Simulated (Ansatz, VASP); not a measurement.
**BAs in VASP and in Ansatz**

File INCAR:

```
PREC = Accurate
ENCUT = 520
EDIFF = 1E-6
ISMEAR = 0
SIGMA = 0.01
LREAL = F
LASPH = T
NELM = 100
ALGO = Normal
ISIF = 2
LWAVE = F
LCHARG = T
GGA = PS
LELF = T
LVHAR = T
NBANDS = 11
```

Contents of KPOINTS:

```
regular mesh
0
Gamma
  8 8 8
```

File POSCAR:

```
BAs
1.0
    0.0000000000      2.3838694125      2.3838694125
    2.3838694125      0.0000000000      2.3838694125
    2.3838694125      2.3838694125      0.0000000000
B As
1 1
Direct
    0.0000000000      0.0000000000      0.0000000000
    0.2500000000      0.2500000000      0.2500000000
```

Input for Ansatz:

```yaml
crystal:
  lattice:
    - [0.0, 2.3838694125, 2.3838694125]
    - [2.3838694125, 0.0, 2.3838694125]
    - [2.3838694125, 2.3838694125, 0.0]
  atoms:
    - { symbol: B, position: [0.0, 0.0, 0.0] }
    - { symbol: As, position: [0.25, 0.25, 0.25] }
basis:
  ecutwfc: 420
kpoints:
  mp_grid: { grid: [8, 8, 8] }
  band_path:
    path:
      - [0.0, 0.0, 0.0]
      - [0.0, 0.0, 0.0]
      - [0.0, 0.0, 0.0]
      - [0.0, 0.0, 0.0]
      - [0.0, 0.0, 0.0]
      - [0.0, 0.0, 0.0]
      - [0.0, 0.0, 0.0]
      - [0.0, 0.0, 0.0]
      - [0.0, 0.0, 0.0]
      - [0.0, 0.0, 0.0]
      - [0.0, 0.0, 0.0]
      - [0.0, 0.0, 0.0]
      - [0.0, 0.0, 0.0]
      - [0.0, 0.0, 0.0]
      - [0.0, 0.0, 0.0]
      - [0.0, 0.0, 0.0]
      - [0.0, 0.0, 0.0]
      - [0.0, 0.0, 0.0]
      - [0.0, 0.0, 0.0]
      - [0.0, 0.0, 0.0]
      - [0.0, 0.0, 0.0]
      - [0.0, 0.0, 0.0]
      - [0.0, 0.0, 0.0]
      - [0.0, 0.0, 0.0]
      - [0.0, 0.0, 0.0]
      - [0.0, 0.0, 0.0]
      - [0.3, 0.3, 0.0]
      - [0.3166666667, 0.3166666667, 0.0]
      - [0.3333333333, 0.3333333333, 0.0]
      - [0.35, 0.35, 0.0]
      - [0.3666666667, 0.3666666667, 0.0]
      - [0.3833333333, 0.3833333333, 0.0]
      - [0.4, 0.4, 0.0]
      - [0.4166666667, 0.4166666667, 0.0]
      - [0.4333333333, 0.4333333333, 0.0]
      - [0.45, 0.45, 0.0]
      - [0.4666666667, 0.4666666667, 0.0]
      - [0.4833333333, 0.4833333333, 0.0]
      - [0.5, 0.5, 0.0]
      - [0.5, 0.5, 0.5]
      - [0.5, 0.5, 0.5]
      - [0.5, 0.5, 0.5]
      - [0.5, 0.5, 0.5]
      - [0.5, 0.5, 0.5]
      - [0.5, 0.5, 0.5]
      - [0.5, 0.5, 0.5]
      - [0.5, 0.5, 0.5]
      - [0.5, 0.5, 0.5]
      - [0.5, 0.5, 0.5]
      - [0.5, 0.5, 0.5]
      - [0.5, 0.5, 0.5]
      - [0.5, 0.5, 0.5]
    npoints: 1
hamiltonian:
  xc: pbesol
  pseudopotentials: { kind: paw, azcp: { folder: soft_1 } }
scf:
  occupations: { method: fixed }
  n_extra_bands: 5
output:
  eigenvalues: true
```

Alike in both runs: task single point; functional PBEsol; k mesh 8 × 8 × 8; no spin polarisation.

```csv
,VASP,Ansatz
version,VASP 6.6.1,Ansatz 0.2.0
potentials or method,"VASP PAW PBE potentials, release 64 (B, As)","scalar-relativistic, plane waves, PAW"
plane-wave cutoff (eV),520,420
occupations,"gaussian, width 0.01 eV",fixed
valence electrons in the cell,8,18
```

VASP gave:

```
gap on the k mesh at the Fermi level (eV) : 1.09
least direct gap on the mesh (eV)         : 3.25
```

Problem. Which values does Ansatz return?

Solution. gap on the k mesh at the Fermi level (eV): 1.10; least direct gap on the mesh (eV): 3.25.

The two sets of potentials don't hold the same shells in valence. Ansatz warned: «pseudo_functional_mismatch».

 A k mesh can miss the band edges. As with any semilocal functional, this PBEsol gap is likely too small.
